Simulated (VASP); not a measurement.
Crystal: Ge.

```
Ge
1.0
     3.99759    0.00000    0.00000
    -1.99879    3.46201    0.00000
     0.00000    0.00000    6.59938
Ge
4
Direct
  0.33333 0.66667 0.93710
  0.66667 0.33333 0.43710
  0.33333 0.66667 0.56290
  0.66667 0.33333 0.06290
```

This isn't the form of Ge at room conditions, which is diamond.

* Program: VASP 6.6.1
* Task: relaxation of cell and atoms
* Functional: RPBE
* Potentials or basis: VASP PAW PBE potentials, release 64 (Ge_d)
* Cutoff: 600 eV
* k mesh: 6 × 6 × 3
* Occupations: fermi-dirac, width 0.05 eV
* Spin: no spin polarisation

At the start: pressure 4.7 GPa; volume 22.83 Å³/atom.

Task: Where does the relaxation end?

Result: Over 5 steps the energy falls by 25.0 meV/atom and the volume is 24.59 Å³/atom (+7.7 %); space group P6_3/mmc (No. 194, to 0.05 Å).

The path:
```csv
step,energy change (eV),largest force (eV/Å),pressure (GPa),volume (Å³)
1,0.0000,0.0236,4.70,91.33
2,-0.0930,0.0555,-1.00,100.47
3,-0.0999,0.0378,-0.06,98.50
4,-0.0999,0.0361,0.07,98.35
5,-0.1000,0.0002,0.04,98.37
```

Final structure:
```cif
data_structure
_symmetry_space_group_name_H-M 'P 1'
_symmetry_Int_Tables_number 1
_cell_length_a 4.1015
_cell_length_b 4.1015
_cell_length_c 6.7524
_cell_angle_alpha 90.000
_cell_angle_beta 90.000
_cell_angle_gamma 120.000
_cell_volume 98.37
loop_
_atom_site_label
_atom_site_type_symbol
_atom_site_fract_x
_atom_site_fract_y
_atom_site_fract_z
_atom_site_occupancy
Ge1 Ge 0.33333 0.66667 0.93721 1
Ge2 Ge 0.66667 0.33333 0.43721 1
Ge3 Ge 0.33333 0.66667 0.56279 1
Ge4 Ge 0.66667 0.33333 0.06279 1
```

Caveat: the PAW data sets were made with another functional, which shifts forces and pressure a little.
